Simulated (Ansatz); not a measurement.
Molecular dynamics of H₁₁NO₄

Input file:

```yaml
crystal:
  lattice:
    - [5.23054, 0.0, 0.0]
    - [0.0, 5.23054, 0.0]
    - [0.0, 0.0, 5.23054]
  atoms:
    - { symbol: O, position: [0.03439822, 0.67263076, 0.1594616] }
    - { symbol: H, position: [0.16149551, 0.6955542, 0.0185514] }
    - { symbol: H, position: [0.09995012, 0.53043136, 0.26155577] }
    - { symbol: O, position: [0.57136397, 0.4491203, 0.43935764] }
    - { symbol: H, position: [0.43936161, 0.32070105, 0.39641656] }
    - { symbol: H, position: [0.65365497, 0.51308853, 0.28508006] }
    - { symbol: O, position: [0.38941252, 0.78599689, 0.79217566] }
    - { symbol: H, position: [0.31217942, 0.91818317, 0.68119438] }
    - { symbol: H, position: [0.45348792, 0.66127343, 0.66373633] }
    - { symbol: O, position: [0.16883517, 0.12940078, 0.43350203] }
    - { symbol: H, position: [0.03882081, 0.13888019, 0.58659085] }
    - { symbol: H, position: [0.12180368, -0.02544075, 0.33652253] }
    - { symbol: "N", position: [0.85431183, 0.15314913, -0.17124645] }
    - { symbol: H, position: [0.73198271, 0.00181064, -0.14876105] }
    - { symbol: H, position: [0.92865012, 0.19473389, 0.00411757] }
    - { symbol: H, position: [0.74660471, 0.30548874, -0.22903156] }
basis:
  ecutwfc: 420.0
kpoints:
  mp_grid: { grid: [1, 1, 1] }
hamiltonian:
  xc: pbe
  dispersion: d3bj
scf:
  occupations: { method: fermi_dirac, width: 0.05 }
  lower_state_search: "off"
md:
  timestep: 0.75
  n_steps: 300
  ensemble: nvt_langevin
  temperature: 350.0
  initial_velocities: maxwell_boltzmann
  seed: 125375
  friction: 0.02
```

Command:

```bash
$ ansatz run input.yaml --threads 1 --pin off --max-ram 3072MiB --backend cpu --events-out ev --progress --plain --runs-dir out
```

It starts from a partly relaxed structure (largest force component 0.18 eV/Å).

Output, in part (step lines):

```
md step     0: t =     0.00 fs  T =   328.1 K  F+E_penalty+E_count = -2832.12100847 eV  E_kin = 0.678615 eV  (8 SCF iters)
md step     1: t =     0.75 fs  T =   325.1 K  F+E_penalty+E_count = -2832.08222068 eV  E_kin = 0.672284 eV  (8 SCF iters)
md step     2: t =     1.50 fs  T =   262.6 K  F+E_penalty+E_count = -2831.99442699 eV  E_kin = 0.543162 eV  (8 SCF iters)
md step     3: t =     2.25 fs  T =   261.7 K  F+E_penalty+E_count = -2831.92311827 eV  E_kin = 0.541152 eV  (7 SCF iters)
md step     4: t =     3.00 fs  T =   266.1 K  F+E_penalty+E_count = -2831.90539939 eV  E_kin = 0.550382 eV  (7 SCF iters)
md step     5: t =     3.75 fs  T =   277.6 K  F+E_penalty+E_count = -2831.91811975 eV  E_kin = 0.574181 eV  (6 SCF iters)
md step     6: t =     4.50 fs  T =   276.7 K  F+E_penalty+E_count = -2831.91600113 eV  E_kin = 0.572165 eV  (6 SCF iters)
md step     7: t =     5.25 fs  T =   278.2 K  F+E_penalty+E_count = -2831.87727912 eV  E_kin = 0.575388 eV  (7 SCF iters)
[... lines left out ...]
md step   299: t =   224.25 fs  T =   305.9 K  F+E_penalty+E_count = -2831.34656332 eV  E_kin = 0.632585 eV  (6 SCF iters)
md step   300: t =   225.00 fs  T =   354.2 K  F+E_penalty+E_count = -2831.39772146 eV  E_kin = 0.732640 eV  (8 SCF iters)
```

The steps, from the saved trajectory:

```csv
time (fs),T (K),potential energy less start (eV)
0.0,328,0.000
7.5,231,0.416
15.0,264,0.425
22.5,237,0.531
30.0,247,0.509
37.5,197,0.428
45.0,235,0.428
52.5,255,0.567
60.0,300,0.601
67.5,279,0.709
75.0,392,0.674
82.5,365,0.715
90.0,322,0.756
97.5,415,0.680
105.0,282,0.822
112.5,229,0.813
120.0,305,0.559
127.5,270,0.575
135.0,213,0.669
142.5,223,0.610
150.0,277,0.594
157.5,287,0.494
165.0,278,0.622
172.5,326,0.564
180.0,315,0.648
187.5,312,0.679
195.0,242,0.767
202.5,368,0.608
210.0,373,0.669
217.5,376,0.811
225.0,354,0.723
```

All steps were run. The mean temperature of the second half is 15 % below the set value. A run of 0.23 ps of so small a system gives no equilibrium averages. Limits of this set-up: coarse k mesh.

Mean squared displacements from the first frame to the last, about the centre of mass: O 0.05 Å², H 0.18 Å², N 0.02 Å².

Last frame:

```xyz
16
Lattice="5.2305 0.0000 0.0000 0.0000 5.2305 0.0000 0.0000 0.0000 5.2305" Properties=species:S:1:pos:R:3
O 0.485 3.367 0.725
H 1.120 3.454 -0.051
H 0.061 2.560 0.933
O 2.893 2.265 2.433
H 2.258 1.544 2.151
H 2.986 2.950 1.759
O 2.352 4.205 4.148
H 1.971 4.867 3.583
H 2.486 3.476 3.514
O 1.060 0.493 2.080
H 0.372 0.529 2.849
H 1.083 -0.440 1.811
N 4.656 0.590 -1.046
H 3.878 -0.005 -1.110
H 5.097 0.391 -0.100
H 4.256 1.518 -0.983
```

Time of the run: 100 s on 1 thread of AMD EPYC 9R14 (Zen 4) (shared host), peak memory 0.35 GiB.
